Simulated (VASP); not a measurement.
# Pm (Fm-3m) in VASP: reference runs, part 2 of 2

VASP 6.6.1.

## (3) Equation of state, PBE, collinear spin, ferromagnetic start, 32.44 Å³/atom (volume scaled by 0.94)

INCAR reads:

```
PREC = Accurate
ENCUT = 520
EDIFF = 1E-7
ISMEAR = -1
SIGMA = 0.05
LREAL = F
LASPH = T
NELM = 150
ALGO = Normal
ISIF = 2
LWAVE = F
LCHARG = F
ISPIN = 2
MAGMOM = 4
LORBIT = 11
LMAXMIX = 6
GGA = PE
NBANDS = 18
```

KPOINTS reads:

```
Automatic mesh
0
Gamma
  9 9 9
```

POSCAR reads:

```
Pm
1.0
    0.0000000000      2.5314217464      2.5314217464
    2.5314217464      0.0000000000      2.5314217464
    2.5314217464      2.5314217464      0.0000000000
Pm
1
Direct
    0.0000000000      0.0000000000      0.0000000000
```

Potentials or basis: VASP PAW PBE potentials, release 64 (Pm).

Started as:

```
$ cat potpaw_PBE.64/Pm/POTCAR > POTCAR
$ mpirun -np 1 vasp_std > vasp.out
```

Wall time 82 s (1 thread of Intel Xeon Platinum 8488C (Sapphire Rapids), shared host); peak memory 0.19 GiB.

It converged, with:

| Item | Value |
| --- | --- |
| Free energy | -7.7233 eV |
| Pressure | 2.6 GPa |
| Band gap on the k mesh | none (metal or under the smearing width) |
| Net moment | 5.35 μB per cell |
| Site moments | Pm +4.64 μB |
| Valence electrons inside the program's atomic spheres | Pm 12.44 |

Caveat: the magnetic or orbital state may not be the lowest; spin-orbit coupling is left out, which moves the levels of the heavy elements.

## (4) Equation of state, PBE, collinear spin, ferromagnetic start, 33.13 Å³/atom (volume scaled by 0.96)

INCAR reads:

```
SYSTEM = Pm
PREC     = Accurate       ! precision mode
ENCUT    = 520            ! plane-wave cutoff, eV
EDIFF    = 1E-7           ! SCF threshold, eV
ISMEAR   = -1             ! smearing method
SIGMA    = 0.05           ! smearing width, eV
LREAL    = .False.        ! projectors in reciprocal space
LASPH    = .True.         ! aspherical terms in the spheres
NELM     = 150            ! most SCF steps
ALGO     = Normal         ! electronic algorithm
ISIF     = 2              ! what is computed and relaxed
LWAVE    = .False.        ! write WAVECAR
LCHARG   = .False.        ! write CHGCAR
ISPIN    = 2              ! spin polarisation
MAGMOM   = 4              ! initial moments
LORBIT   = 11             ! projections on sites
LMAXMIX  = 6              ! l up to which the mixer works
GGA      = PE             ! functional
NBANDS   = 18             ! bands
```

KPOINTS reads:

```
regular mesh
0
Gamma
  9 9 9
  0 0 0
```

POSCAR reads:

```
Pm
1.0
    0.0000000000      2.5492492474      2.5492492474
    2.5492492474      0.0000000000      2.5492492474
    2.5492492474      2.5492492474      0.0000000000
Pm
1
Direct
    0.0000000000      0.0000000000      0.0000000000
```

Started as:

```
$ cat potpaw_PBE.64/Pm/POTCAR > POTCAR
$ mpirun -np 1 vasp_std > vasp.out
```

It took 75 s on 1 thread of Intel Xeon Platinum 8488C (Sapphire Rapids), shared host; peak memory 0.2 GiB.

Results (log left out):

```yaml
Free_energy: -7.7337 eV
Pressure: 2.1 GPa
Band_gap_on_the_k_mesh: none (metal or under the smearing width)
Net_moment: 5.39 μB per cell
Site_moments: Pm +4.65 μB
Valence_electrons_inside_the_program's_atomic_spheres: Pm 12.43
```

Caveat: the magnetic or orbital state may not be the lowest; spin-orbit coupling is left out, which moves the levels of the heavy elements.

## (5) Equation of state, PBE, collinear spin, ferromagnetic start, 33.82 Å³/atom (volume scaled by 0.98)

INCAR reads:

```
PREC = Accurate
ENCUT = 520
EDIFF = 1E-7
ISMEAR = -1
SIGMA = 0.05
LREAL = False
LASPH = True
NELM = 100
ALGO = Normal
ISIF = 2
LWAVE = False
LCHARG = False
ISPIN = 2
MAGMOM = 4
LORBIT = 11
LMAXMIX = 6
GGA = PE
NBANDS = 18
```

KPOINTS reads:

```
regular mesh
0
Gamma
  9 9 9
```

POSCAR reads:

```
Pm
1.0
    0.0000000000      2.5668308323      2.5668308323
    2.5668308323      0.0000000000      2.5668308323
    2.5668308323      2.5668308323      0.0000000000
Pm
1
Direct
    0.0000000000      0.0000000000      0.0000000000
```

Started as:

```
$ cat potpaw_PBE.64/Pm/POTCAR > POTCAR
$ mpirun -np 1 vasp_std > vasp.out
```

Run time: 74 s. Hardware: 1 thread of Intel Xeon Platinum 8488C (Sapphire Rapids), shared host; peak memory 0.2 GiB.

It converged, with:

* Free energy: -7.7419 eV
* Pressure: 1.6 GPa
* Band gap on the k mesh: none (metal or under the smearing width)
* Net moment: 5.42 μB per cell
* Site moments: Pm +4.66 μB
* Valence electrons inside the program's atomic spheres: Pm 12.42

Caveat: the magnetic or orbital state may not be the lowest; spin-orbit coupling is left out, which moves the levels of the heavy elements.

## (6) Equation of state, PBE, collinear spin, ferromagnetic start, 35.20 Å³/atom (volume scaled by 1.02)

INCAR, as its differences from that of step 5:

```diff
@@ -7,3 +7,3 @@
 LASPH = True
-NELM = 100
+NELM = 150
 ALGO = Normal
```

KPOINTS reads:

```
Automatic mesh
0
Gamma
  9 9 9
```

POSCAR reads:

```
Pm
1.0
    0.0000000000      2.6012890492      2.6012890492
    2.6012890492      0.0000000000      2.6012890492
    2.6012890492      2.6012890492      0.0000000000
Pm
1
Direct
    0.0000000000      0.0000000000      0.0000000000
```

Potentials or basis: VASP PAW PBE potentials, release 64 (Pm).

Started as:

```
$ cat potpaw_PBE.64/Pm/POTCAR > POTCAR
$ mpirun -np 1 vasp_std > vasp.out
```

It took 72 s on 1 thread of Intel Xeon Platinum 8488C (Sapphire Rapids), shared host; peak memory 0.19 GiB.

The run converged. Its results:

```yaml
Free_energy: -7.7520 eV
Pressure: 0.7 GPa
Band_gap_on_the_k_mesh: none (metal or under the smearing width)
Net_moment: 5.47 μB per cell
Site_moments: Pm +4.67 μB
Valence_electrons_inside_the_program's_atomic_spheres: Pm 12.41
```

Caveat: the magnetic or orbital state may not be the lowest; spin-orbit coupling is left out, which moves the levels of the heavy elements.

## (7) Equation of state, PBE, collinear spin, ferromagnetic start, 35.89 Å³/atom (volume scaled by 1.04)

INCAR reads:

```
SYSTEM = Pm
PREC = Accurate
ENCUT = 520
EDIFF = 1E-7
ISMEAR = -1
SIGMA = 0.05
LREAL = .False.
LASPH = .True.
NELM = 150
ALGO = Normal
ISIF = 2
LWAVE = .False.
LCHARG = .False.
ISPIN = 2
MAGMOM = 4
LORBIT = 11
LMAXMIX = 6
GGA = PE
NBANDS = 18
```

KPOINTS reads:

```
Automatic mesh
0
Gamma
  9 9 9
  0 0 0
```

POSCAR reads:

```
Pm
1.0
    0.0000000000      2.6181810099      2.6181810099
    2.6181810099      0.0000000000      2.6181810099
    2.6181810099      2.6181810099      0.0000000000
Pm
1
Direct
    0.0000000000      0.0000000000      0.0000000000
```

Started as:

```
$ cat potpaw_PBE.64/Pm/POTCAR > POTCAR
$ mpirun -np 1 vasp_std > vasp.out
```

Wall time 70 s (1 thread of Intel Xeon Platinum 8488C (Sapphire Rapids), shared host); peak memory 0.2 GiB.

Results (log left out):

```
Free energy                                           : -7.7542 eV
Pressure                                              : 0.2 GPa
Band gap on the k mesh                                : none (metal or under the smearing width)
Net moment                                            : 5.49 μB per cell
Site moments                                          : Pm +4.68 μB
Valence electrons inside the program's atomic spheres : Pm 12.40
```

Caveat: the magnetic or orbital state may not be the lowest; spin-orbit coupling is left out, which moves the levels of the heavy elements.

## (8) Equation of state, PBE, collinear spin, ferromagnetic start, 36.58 Å³/atom (volume scaled by 1.06)

INCAR reads:

```
ALGO = Normal
EDIFF = 1E-7
ENCUT = 520
GGA = PE
ISIF = 2
ISMEAR = -1
ISPIN = 2
LASPH = True
LCHARG = False
LMAXMIX = 6
LORBIT = 11
LREAL = False
LWAVE = False
MAGMOM = 4
NBANDS = 18
NELM = 100
PREC = Accurate
SIGMA = 0.05
```

KPOINTS reads:

```
k-points
0
Gamma
  9 9 9
```

POSCAR reads:

```
Pm
1.0
    0.0000000000      2.6348577717      2.6348577717
    2.6348577717      0.0000000000      2.6348577717
    2.6348577717      2.6348577717      0.0000000000
Pm
1
Direct
    0.0000000000      0.0000000000      0.0000000000
```

Started as:

```
$ cat potpaw_PBE.64/Pm/POTCAR > POTCAR
$ mpirun -np 1 vasp_std > vasp.out
```

Wall time 76 s (1 thread of Intel Xeon Platinum 8488C (Sapphire Rapids), shared host); peak memory 0.2 GiB.

Results (log left out):

```yaml
Free_energy: -7.7546 eV
Pressure: -0.4 GPa
Band_gap_on_the_k_mesh: none (metal or under the smearing width)
Net_moment: 5.50 μB per cell
Site_moments: Pm +4.68 μB
Valence_electrons_inside_the_program's_atomic_spheres: Pm 12.40
```

Caveat: the magnetic or orbital state may not be the lowest; spin-orbit coupling is left out, which moves the levels of the heavy elements.

## (9) Equation of state, PBE, collinear spin, ferromagnetic start

Potentials or basis: VASP PAW PBE potentials, release 64 (Pm).

No new run: the results of the series are fitted here.

What came out:

| Property | Result |
| --- | --- |
| Equilibrium volume | 36.38 Å³/atom (rough: see the caveat) |
| Bulk modulus | 21 GPa (rough) |

Energy against volume, from the lowest point:
| volume (Å³/atom) | energy (meV/atom) |
| --- | --- |
| 32.443 | 31.24 |
| 33.133 | 20.82 |
| 33.824 | 12.64 |
| 34.514 | 6.58 |
| 35.204 | 2.52 |
| 35.895 | 0.37 |
| 36.585 | 0.00 |

Caveat: the fit is doubtful: noisy points or a state that changes with volume; the magnetic or orbital state may not be the lowest; spin-orbit coupling is left out, which moves the levels of the heavy elements. The state reached can hang on the start; a lower one may exist.

## (10) Single point, PBE, collinear spin, ferromagnetic start (cell strained at random at fixed volume)

INCAR reads:

```
ALGO     = Normal         # electronic algorithm
EDIFF    = 1E-7           # SCF threshold, eV
ENCUT    = 520            # plane-wave cutoff, eV
GGA      = PE             # functional
ISIF     = 2              # what is computed and relaxed
ISMEAR   = -1             # smearing method
ISPIN    = 2              # spin polarisation
LASPH    = True           # aspherical terms in the spheres
LCHARG   = False          # write CHGCAR
LMAXMIX  = 6              # l up to which the mixer works
LORBIT   = 11             # projections on sites
LREAL    = False          # projectors in reciprocal space
LWAVE    = False          # write WAVECAR
MAGMOM   = 4              # initial moments
NBANDS   = 18             # bands
NELM     = 150            # most SCF steps
PREC     = Accurate       # precision mode
SIGMA    = 0.05           # smearing width, eV
```

KPOINTS is that of step 8.

POSCAR reads:

```
Pm
1.0
    0.0334940000      2.6200990000      2.4642190000
    2.6532610000     -0.0574190000      2.5551320000
    2.5783380000      2.6360890000      0.0175030000
Pm
1
Direct
    0.0054050000     -0.0118250000     -0.0120180000
```

Started as:

```
$ cat potpaw_PBE.64/Pm/POTCAR > POTCAR
$ mpirun -np 1 vasp_std > vasp.out
```

Wall time 14 min (1 thread of Intel Xeon 6975P-C (Granite Rapids), shared host); peak memory 0.48 GiB.

It converged, with:

```yaml
Free_energy: -7.7515 eV
Pressure: 1.3 GPa
Band_gap_on_the_k_mesh: none (metal or under the smearing width)
Net_moment: 5.38 μB per cell
Site_moments: Pm +4.65 μB
Valence_electrons_inside_the_program's_atomic_spheres: Pm 12.42
```

Stress tensor (GPa, compression positive):
```
 1.35  0.32 -0.96
 0.32  0.92  0.60
-0.96  0.60  1.70
```

Levels at points of the mesh, in eV from the Fermi level:
Spin up:
| k point | band 6 | band 7 | band 8 | band 9 | band 10 | band 11 | band 12 | band 13 | band 14 | band 15 |
| --- | --- | --- | --- | --- | --- | --- | --- | --- | --- | --- |
| (0.00, 0.00, 0.00) | -0.58 | -0.39 | -0.31 | -0.23 | -0.07 | -0.04 | 0.13 | 1.27 | 1.59 | 2.15 |
Spin down:
```
           k point  band 1  band 2  band 3  band 4  band 5  band 6  band 7  band 8  band 9  band 10
(0.00, 0.00, 0.00)  -36.52  -17.00  -16.91  -16.87   -3.18    2.27    2.44    2.48    2.78     2.80
```

Caveat: the magnetic or orbital state may not be the lowest; spin-orbit coupling is left out, which moves the levels of the heavy elements. The state reached can hang on the start; a lower one may exist.

## (11) Overview

| task | cell | gap on the mesh (eV) | pressure (GPa) | moment (μB) |
| --- | --- | --- | --- | --- |
| single point | as given | none | 1.1 | 5.45 |
| equation of state | as given | - | - | - |
| single point | cell strained at random at fixed volume | none | 1.3 | 5.38 |

Alike in all rows: level PBE; potentials or basis VASP PAW PBE potentials, release 64 (Pm); spin collinear, ferromagnetic start; k mesh 9 × 9 × 9; cutoff (eV) 520; smearing fermi-dirac 0.05 eV.

Caveats: the magnetic or orbital state may not be the lowest; spin-orbit coupling is left out, which moves the levels of the heavy elements; the fit is doubtful: noisy points or a state that changes with volume (some runs).

Absolute energies hang on the potentials; compare differences alone.
